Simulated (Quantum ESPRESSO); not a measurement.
TiSi2:

```
Ti Si
1.0
    -1.47287    1.71213    4.21208
     1.47287   -1.71213    4.21208
     1.47287    1.71213   -4.21208
Ti Si
1 2
Direct
  0.00000 0.00000 0.00000
  0.67008 0.67008 0.00000
  0.32992 0.32992 0.00000
```

The cell comes from a database or a generator and needn't be the stable form of this composition.

Base run:

- Program: Quantum ESPRESSO 7.5
- Functional: LDA
- Potentials or basis: GBRV 1.5 LDA
- Cutoff: 612 eV
- Density cutoff: 4898 eV
- k mesh: 12 × 12 × 12
- Occupations: fermi-dirac, width 0.05 eV
- Spin: no spin polarisation

Its results: band gap on the k mesh none (metal or under the smearing width); pressure -6.5 GPa; largest force 0.113 eV/Å.

Question: The run is repeated on the same cell with these changes: functional from LDA to PBEsol; potentials or basis from GBRV 1.5 LDA to GBRV 1.5 PBEsol. What comes out?

Answer: Band gap on the k mesh none (metal or under the smearing width); pressure -3.7 GPa; largest force 0.065 eV/Å.
